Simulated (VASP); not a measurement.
PtS2, 3 atoms in the cell. It takes space group P-3m1 (No. 164, trigonal). The conventional cell has a = 3.550 Å, b = 3.550 Å, c = 5.591 Å, α = 90.00°, β = 90.00°, γ = 120.00°. Pt (site symmetry -3m) is surrounded by 6 S at 2.39 Å. S (site symmetry 3m) has 3 Pt at 2.39 Å as nearest neighbours. 

* Program: VASP 6.6.1
* Task: relaxation of cell and atoms
* Functional: r2SCAN
* Potentials or basis: VASP PAW PBE potentials, release 64 (Pt, S)
* Cutoff: 600 eV
* k mesh: 9 × 9 × 5
* Occupations: gaussian, width 0.03 eV
* Spin: no spin polarisation
* Further INCAR settings: ALGO = Normal; EDIFF = 1e-07; IBRION = 2; EDIFFG = -0.005; NSW = 90; ISIF = 3

Potentials or basis: VASP PAW PBE potentials, release 64 (Pt, S).

Command:

```sh
$ cat potpaw_PBE.64/Pt/POTCAR potpaw_PBE.64/S/POTCAR > POTCAR
$ mpirun -np 2 vasp_std > vasp.out
```

Hardware: 2 MPI ranks on Intel(R) Xeon(R) 6975P-C (Granite Rapids), with other jobs on the host.

Estimate the wall time of this run.

It took 110 s on 2 MPI ranks on Intel(R) Xeon(R) 6975P-C (Granite Rapids) (shared host), peak memory 0.22 GiB a rank. Counts: scf iterations 32, k points 50, ion steps 4.
